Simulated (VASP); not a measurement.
Runs of VASP 6.6.1 on CdTe. Symmetry: F-43m, No. 216, cubic system. The conventional cell has a = 6.496 Å, b = 6.496 Å, c = 6.496 Å, α = 90.00°, β = 90.00°, γ = 90.00°. Cd (site symmetry -43m) is surrounded by 4 Te at 2.81 Å. Around Te (site symmetry -43m) lie 4 Cd at 2.81 Å. 

```tsv
task	level	potentials or basis	spin	cell	k mesh	cutoff (eV)	gap on the mesh (eV)	pressure (GPa)
band structure	LDA	VASP PAW LDA potentials, release 64 (Cd, Te)	off	F-43m, 34.26 Å³/atom	8 × 8 × 8	520	0.53	(a)
relaxation of cell and atoms	PBEsol	VASP PAW PBE potentials, release 64 (Cd, Te)	off	relaxed	8 × 8 × 8	600	0.64	0.0
band structure	TB-mBJ	VASP PAW PBE potentials, release 64 (Cd, Te)	off	F-43m, 34.26 Å³/atom	8 × 8 × 8	520	1.80	-
band structure	PBEsol	VASP PAW PBE potentials, release 64 (Cd, Te)	off	F-43m, 34.26 Å³/atom	8 × 8 × 8	520	0.64	0.0
band structure	PBEsol	VASP PAW PBE potentials, release 64 (Cd, Te)	SOC, no magnetisation	F-43m, 34.26 Å³/atom	6 × 6 × 6	520	-	0.1
band structure	r2SCAN	VASP PAW PBE potentials, release 64 (Cd, Te)	off	F-43m, 34.26 Å³/atom	8 × 8 × 8	520	(b)	1.3
```

Alike in all rows: smearing gaussian 0.03 eV.

Task: Fill in the values left out.

Result: (a) -1.5; (b) 1.25.

Caveats: spin-orbit coupling is left out, which moves the levels of the heavy elements (some runs); the PAW data sets were made with another functional, which shifts forces and pressure a little (some runs).

A k mesh can miss the band edges, and rows without SOC leave out spin-orbit coupling on Cd, Te.
